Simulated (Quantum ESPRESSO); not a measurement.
# TaN (F-43m) in Quantum ESPRESSO: reference runs

Reference runs on TaN: the cell as given and a disturbed copy.

Everything below comes from runs of Quantum ESPRESSO 7.5. Logs are shortened: lines on timing, memory, paths and dates and some standing lists are left out, and cuts for length are marked.

### 1 The crystal as given

The structure is cubic, space group F-43m (No. 216). Conventional cell: a = 4.982 Å, b = 4.982 Å, c = 4.982 Å, α = 90.00°, β = 90.00°, γ = 90.00°. Ta (site symmetry -43m) is surrounded by 4 N at 2.16 Å. N (site symmetry -43m) is surrounded by 4 Ta at 2.16 Å.

The cell comes from a database or a generator and needn't be the stable form of this composition.

### 2 Single point, PBE

Contents of pw.in:

```
&CONTROL
  calculation = 'scf'
  prefix = 'pwscf'
  outdir = './tmp'
  pseudo_dir = './pseudo'
  tprnfor = .true.
  tstress = .true.
  disk_io = 'nowf'
/
&SYSTEM
  ibrav = 0
  nat = 2
  ntyp = 2
  ecutwfc = 60
  ecutrho = 480
  nbnd = 15
  occupations = 'smearing'
  smearing = 'fd'
  degauss = 0.00367493
/
&ELECTRONS
  conv_thr = 4d-10
  electron_maxstep = 120
  mixing_beta = 0.5
/
ATOMIC_SPECIES
Ta   180.9479 Ta_pbe_v1.uspp.F.UPF
N     14.0070 N.pbe-n-radius_5.UPF
CELL_PARAMETERS angstrom
   0.0000000000    2.4911437700    2.4911437700
   2.4911437700    0.0000000000    2.4911437700
   2.4911437700    2.4911437700    0.0000000000
ATOMIC_POSITIONS crystal
Ta     0.0000000000    0.0000000000    0.0000000000
N      0.2500000000    0.2500000000    0.2500000000
K_POINTS automatic
9 9 9 0 0 0
```

Potentials or basis: SSSP 1.3 efficiency PBE.

On the command line:

```sh
$ OMP_NUM_THREADS=1 pw.x -in pw.in > pw.out
```

pw.out:

```text
This program is part of the open-source Quantum ESPRESSO suite
     for quantum simulation of materials; please cite
         "P. Giannozzi et al., J. Phys.:Condens. Matter 21 395502 (2009);
         "P. Giannozzi et al., J. Phys.:Condens. Matter 29 465901 (2017);
         "P. Giannozzi et al., J. Chem. Phys. 152 154105 (2020);
     in publications or presentations arising from this work. More details at

     Message from routine setup:
     using ibrav=0 with symmetry is DISCOURAGED, use correct ibrav instead

     G-vector sticks info
     --------------------
     sticks:   dense  smooth     PW     G-vecs:    dense   smooth      PW
     Sum        1483     745    223                37117    13107    2229

     Using Slab Decomposition

     bravais-lattice index     =            0
     lattice parameter (alat)  =       6.6575  a.u.
     unit-cell volume          =     208.6522 (a.u.)^3
     number of atoms/cell      =            2
     number of atomic types    =            2
     number of electrons       =        18.00
     number of Kohn-Sham states=           15
     kinetic-energy cutoff     =      60.0000  Ry
     charge density cutoff     =     480.0000  Ry
     scf convergence threshold =      4.0E-10
     mixing beta               =       0.5000
     number of iterations used =            8  plain     mixing
     Exchange-correlation= PBE
                           (   1   4   3   4   0   0   0)

     celldm(1)=   6.657523  celldm(2)=   0.000000  celldm(3)=   0.000000
     celldm(4)=   0.000000  celldm(5)=   0.000000  celldm(6)=   0.000000

     crystal axes: (cart. coord. in units of alat)
               a(1) = (   0.000000   0.707107   0.707107 )
               a(2) = (   0.707107   0.000000   0.707107 )
               a(3) = (   0.707107   0.707107   0.000000 )

     reciprocal axes: (cart. coord. in units 2 pi/alat)
               b(1) = ( -0.707107  0.707107  0.707107 )
               b(2) = (  0.707107 -0.707107  0.707107 )
               b(3) = (  0.707107  0.707107 -0.707107 )

     PseudoPot. # 1 for Ta read from file:
     Ta_pbe_v1.uspp.F.UPF
     Pseudo is Ultrasoft + core correction, Zval = 13.0
     Generated by new atomic code, or converted to UPF format
     Using radial grid of  921 points,  7 beta functions with:
                l(1) =   0
                l(2) =   0
                l(3) =   1
                l(4) =   1
                l(5) =   2
                l(6) =   2
                l(7) =   3
     Q(r) pseudized with  6 coefficients,  rinner =    1.300   1.300   1.300
                                                       1.300   1.300   1.300
                                                       1.300

     PseudoPot. # 2 for N  read from file:
     N.pbe-n-radius_5.UPF
     Pseudo is Ultrasoft + core correction, Zval =  5.0
     Generated using "atomic" code by A. Dal Corso  v.5.1
     Using radial grid of 1085 points,  4 beta functions with:
                l(1) =   0
                l(2) =   0
                l(3) =   1
                l(4) =   1
     Q(r) pseudized with 0 coefficients

     atomic species   valence    mass     pseudopotential
     Ta               13.00   180.94790     Ta( 1.00)
     N                 5.00    14.00700     N ( 1.00)

     24 Sym. Ops. (no inversion) found

   Cartesian axes

     site n.     atom                  positions (alat units)
         1        Ta     tau(   1) = (   0.0000000   0.0000000   0.0000000  )
         2        N      tau(   2) = (   0.3535534   0.3535534   0.3535534  )

     number of k points=    35  Fermi-Dirac smearing, width (Ry)=  0.0037
                       cart. coord. in units 2pi/alat
        k(    1) = (   0.0000000   0.0000000   0.0000000), wk =   0.0027435
        k(    2) = (   0.0785674   0.0785674  -0.0785674), wk =   0.0219479
        k(    3) = (   0.1571348   0.1571348  -0.1571348), wk =   0.0219479
        k(    4) = (   0.2357023   0.2357023  -0.2357023), wk =   0.0219479
        k(    5) = (   0.3142697   0.3142697  -0.3142697), wk =   0.0219479
        k(    6) = (   0.1571348   0.0000000  -0.0000000), wk =   0.0164609
[... 27 lines left out ...]
        k(   34) = (  -0.0000000  -0.4714045   0.6285394), wk =   0.0658436
        k(   35) = (  -0.0785674  -0.3928371   0.7071068), wk =   0.0658436

     Dense  grid:    37117 G-vectors     FFT dimensions: (  48,  48,  48)

     Smooth grid:    13107 G-vectors     FFT dimensions: (  36,  36,  36)

     Initial potential from superposition of free atoms

     starting charge      17.9989, renormalised to      18.0000

     negative rho (up, down):  9.460E-02 0.000E+00
     Starting wfcs are   17 randomized atomic wfcs

     Self-consistent Calculation

     iteration #  1     ecut=    60.00 Ry     beta= 0.50
     Davidson diagonalization with overlap
     ethr =  1.00E-02,  avg # of iterations =  3.1

     negative rho (up, down):  9.715E-02 0.000E+00

     total energy              =    -161.83959206 Ry
     estimated scf accuracy    <       0.73741232 Ry

     iteration #  2     ecut=    60.00 Ry     beta= 0.50
     Davidson diagonalization with overlap
     ethr =  4.10E-03,  avg # of iterations =  2.0

     negative rho (up, down):  9.807E-02 0.000E+00

     total energy              =    -162.03385494 Ry
     estimated scf accuracy    <       0.67365975 Ry

     iteration #  3     ecut=    60.00 Ry     beta= 0.50
     Davidson diagonalization with overlap
     ethr =  3.74E-03,  avg # of iterations =  1.1

     negative rho (up, down):  9.948E-02 0.000E+00

     total energy              =    -162.14594173 Ry
     estimated scf accuracy    <       0.00530272 Ry

     iteration #  4     ecut=    60.00 Ry     beta= 0.50
     Davidson diagonalization with overlap
     ethr =  2.95E-05,  avg # of iterations =  3.7

     negative rho (up, down):  1.002E-01 0.000E+00

     total energy              =    -162.14790683 Ry
     estimated scf accuracy    <       0.00055462 Ry

     iteration #  5     ecut=    60.00 Ry     beta= 0.50
     Davidson diagonalization with overlap
     ethr =  3.08E-06,  avg # of iterations =  2.4

     negative rho (up, down):  1.001E-01 0.000E+00

     total energy              =    -162.14797448 Ry
     estimated scf accuracy    <       0.00005277 Ry
[... 19 lines left out ...]
     iteration #  8     ecut=    60.00 Ry     beta= 0.50
     Davidson diagonalization with overlap
     ethr =  2.62E-09,  avg # of iterations =  2.2

     negative rho (up, down):  1.001E-01 0.000E+00

     total energy              =    -162.14797626 Ry
     estimated scf accuracy    <       0.00000005 Ry

     iteration #  9     ecut=    60.00 Ry     beta= 0.50
     Davidson diagonalization with overlap
     ethr =  2.59E-10,  avg # of iterations =  2.0

     negative rho (up, down):  1.001E-01 0.000E+00

     total energy              =    -162.14797627 Ry
     estimated scf accuracy    <          4.1E-09 Ry

     iteration # 10     ecut=    60.00 Ry     beta= 0.50
     Davidson diagonalization with overlap
     ethr =  2.30E-11,  avg # of iterations =  2.0

     negative rho (up, down):  1.001E-01 0.000E+00

     total energy              =    -162.14797627 Ry
     estimated scf accuracy    <          7.3E-10 Ry

     iteration # 11     ecut=    60.00 Ry     beta= 0.50
     Davidson diagonalization with overlap
     ethr =  4.03E-12,  avg # of iterations =  1.9

     negative rho (up, down):  1.001E-01 0.000E+00

     End of self-consistent calculation

          k = 0.0000 0.0000 0.0000 (  1639 PWs)   bands (ev):

   -55.6497 -21.9868 -21.9868 -21.9868  -2.6725   7.8294   7.8294   7.8294
    12.5778  14.2916  14.2916  18.7749  18.7749  18.7749  25.8583

          k = 0.0786 0.0786-0.0786 (  1636 PWs)   bands (ev):

   -55.6486 -22.0153 -21.9908 -21.9908  -2.5596   7.5984   7.9095   7.9095
    13.1818  14.1726  14.1726  18.4631  18.8755  18.8755  24.2444

          k = 0.1571 0.1571-0.1571 (  1639 PWs)   bands (ev):

   -55.6459 -22.0865 -22.0008 -22.0008  -2.2809   7.2816   8.0969   8.0969
    14.0481  14.0481  14.4056  17.7923  18.8189  18.8189  21.9812

          k = 0.2357 0.2357-0.2357 (  1634 PWs)   bands (ev):

   -55.6428 -22.1663 -22.0122 -22.0122  -1.9813   7.2628   8.2730   8.2730
    14.2417  14.2417  14.8718  17.4410  18.2201  18.2201  20.8439

          k = 0.3143 0.3143-0.3143 (  1643 PWs)   bands (ev):

   -55.6408 -22.2175 -22.0196 -22.0196  -1.7994   7.4539   8.3608   8.3608
    14.3171  14.6944  14.6944  17.4013  17.4271  17.4271  21.2389

          k = 0.1571 0.0000-0.0000 (  1631 PWs)   bands (ev):

   -55.6482 -22.0155 -21.9967 -21.9967  -2.5219   7.4651   7.9755   7.9755
    13.3610  13.8359  14.4287  18.7172  18.7172  18.7233  24.8366

          k = 0.2357 0.0786-0.0786 (  1632 PWs)   bands (ev):

   -55.6461 -22.0684 -22.0083 -22.0051  -2.2982   7.1825   8.1338   8.1679
    13.4245  14.4507  14.4978  18.0036  18.5758  18.9345  22.9959

          k = 0.3143 0.1571-0.1571 (  1628 PWs)   bands (ev):

   -55.6431 -22.1421 -22.0200 -22.0183  -2.0062   7.1400   8.2688   8.3692
    13.4349  14.6473  15.0982  17.4775  18.0455  18.7709  21.4814

          k = 0.3928 0.2357-0.2357 (  1630 PWs)   bands (ev):

   -55.6407 -22.1998 -22.0323 -22.0264  -1.7880   7.3928   8.3057   8.4784
    13.7590  14.5284  14.8872  17.3648  17.6696  18.2820  21.3210

          k =-0.2357-0.3928 0.3928 (  1638 PWs)   bands (ev):
[... 99 lines left out ...]
          k =-0.1571-0.4714 0.6285 (  1646 PWs)   bands (ev):

   -55.6386 -22.1851 -22.0916 -22.0528  -1.5778   7.2185   8.5003   9.1636
    12.3144  14.1385  15.2900  17.1208  17.8788  20.1038  22.7763

          k =-0.0786-0.3928 0.5500 (  1636 PWs)   bands (ev):

   -55.6382 -22.1799 -22.1117 -22.0499  -1.5471   7.6802   8.1381   9.1491
    12.1829  14.0951  15.1157  17.2645  17.8510  20.6254  22.4583

          k =-0.0000-0.3143 0.4714 (  1635 PWs)   bands (ev):

   -55.6392 -22.1714 -22.0993 -22.0373  -1.6392   7.5832   8.0745   8.9182
    12.8298  13.8677  15.2389  17.2999  18.2396  19.6257  22.2938

          k =-0.0786-0.5500 0.7071 (  1651 PWs)   bands (ev):

   -55.6378 -22.2024 -22.0840 -22.0682  -1.5064   6.8370   9.0466   9.4502
    11.8837  14.2823  15.4660  16.6864  17.3547  21.1369  23.4945

          k =-0.0000-0.4714 0.6285 (  1640 PWs)   bands (ev):

   -55.6375 -22.1878 -22.1100 -22.0651  -1.4858   7.2185   8.6978   9.4485
    11.7439  14.0983  15.2550  16.8688  17.7069  22.0925  22.7176

          k =-0.0786-0.3928 0.7071 (  1629 PWs)   bands (ev):

   -55.6376 -22.1757 -22.1169 -22.0667  -1.4960   7.5866   8.2053   9.4650
    11.8395  13.8621  15.3911  16.8769  17.9931  21.6113  23.1276

     the Fermi energy is    13.8954 ev

!    total energy              =    -162.14797627 Ry
     estimated scf accuracy    <          1.4E-11 Ry
     smearing contrib. (-TS)   =      -0.00098241 Ry
     internal energy E=F+TS    =    -162.14699386 Ry

     The total energy is F=E-TS. E is the sum of the following terms:
     one-electron contribution =     -32.67381609 Ry
     hartree contribution      =      23.51354828 Ry
     xc contribution           =     -47.44257895 Ry
     ewald contribution        =    -105.54414710 Ry

     convergence has been achieved in  11 iterations

     negative rho (up, down):  1.001E-01 0.000E+00

     Forces acting on atoms (cartesian axes, Ry/au):

     atom    1 type  1   force =    -0.00000000    0.00000000    0.00000000
     atom    2 type  2   force =     0.00000000   -0.00000000   -0.00000000

     Total force =     0.000000     Total SCF correction =     0.000000

     Computing stress (Cartesian axis) and pressure

     negative rho (up, down):  1.001E-01 0.000E+00
          total   stress  (Ry/bohr**3)                   (kbar)     P=     -257.57
  -0.00175090   0.00000000  -0.00000000         -257.57        0.00       -0.00
  -0.00000000  -0.00175090   0.00000000           -0.00     -257.57        0.00
   0.00000000   0.00000000  -0.00175090            0.00        0.00     -257.57

=------------------------------------------------------------------------------=
   JOB DONE.
=------------------------------------------------------------------------------=
```

It took 29 s on 1 thread of Arm Neoverse V1, shared host; peak memory 0.28 GiB.

What came out:

| Quantity | Value |
| --- | --- |
| Free energy | -2206.1356 eV |
| Pressure | -25.8 GPa |
| Band gap on the k mesh | none (metal or under the smearing width) |

Caveat: so large a pressure means that the cell lies far from this level's equilibrium, or that cutoff or potentials fall short. Spin-orbit coupling is left out, which matters for the levels of Ta.

[end of part 1 of 2]
